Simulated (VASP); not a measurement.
Here is a VASP 6.6.1 calculation.

File INCAR:

```
SYSTEM = Cu
ALGO = Normal
EDIFF = 1E-7
ENCUT = 520
GGA = PE
ISIF = 2
ISMEAR = 0
LASPH = .True.
LCHARG = .False.
LREAL = .False.
LWAVE = .False.
NELM = 100
PREC = Accurate
SIGMA = 0.1
```

Contents of KPOINTS:

```
k-points
0
Gamma
  12 12 12
  0 0 0
```

POSCAR

```
Cu                                      
1.0
   -0.0000000000      1.8348159867      1.8348159867
    1.8348159867      0.0000000000      1.8348159867
    1.8348159867      1.8348159867     -0.0000000000
  Cu            
     1
Direct
     0.0000000000000000    1.0000000000000000    1.0000000000000000
```

Potentials or basis: VASP PAW PBE potentials, release 64 (Cu).

Command:

```console
$ cat potpaw_PBE.64/Cu/POTCAR > POTCAR
$ mpirun -np 1 vasp_std > vasp.out
```

(1) Estimate the pressure.

(2) Predict the band gap on the k mesh.

Results:

(1) -3.8 GPa.

(2) none (metal or under the smearing width).
